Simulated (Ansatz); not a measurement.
The system is P.

```xyz
4
Lattice="1.6477 -5.4650 0.0000 1.6477 5.4650 0.0000 0.0000 0.0000 4.5436" Properties=species:S:1:pos:R:3 pbc="T T T"
P     1.6477   -4.4173    2.6754
P     1.6477    4.4173    1.8683
P     1.6477   -1.0477    0.4035
P     1.6477    1.0477    4.1401
```

Base run:

```yaml
Program: Ansatz 0.2.0
Functional: HSE06 form with a typed share of exact exchange
Potentials_or_basis: Ansatz PAW
Cutoff: "420 eV (not typed: the program's choice for these potentials)"
k_mesh: 5 × 5 × 4
Occupations: fermi-dirac, width 0.05 eV
Spin: no spin polarisation
```

Its results: band gap on the k mesh 1.29 eV, direct; pressure -0.9 GPa; largest force 0.193 eV/Å.

**Question.** The run is repeated on the same cell with these changes: share of exact exchange from 0.35 to 0. What comes out?

**Answer.** Band gap on the k mesh 0.44 eV, direct; pressure 2.1 GPa; largest force 0.332 eV/Å.

Caveats: odd divisions of the mesh miss points on the zone boundary, where band edges often lie, so the gap on the mesh can be too wide; the PAW data sets come from PBE, with cores solved anew for the run's functional, which leaves a small shift of forces and pressure (some runs); the thresholds are loose for stress (some runs); the PAW data sets were made with another functional, which shifts forces and pressure a little (some runs).

A k mesh can miss the band edges.
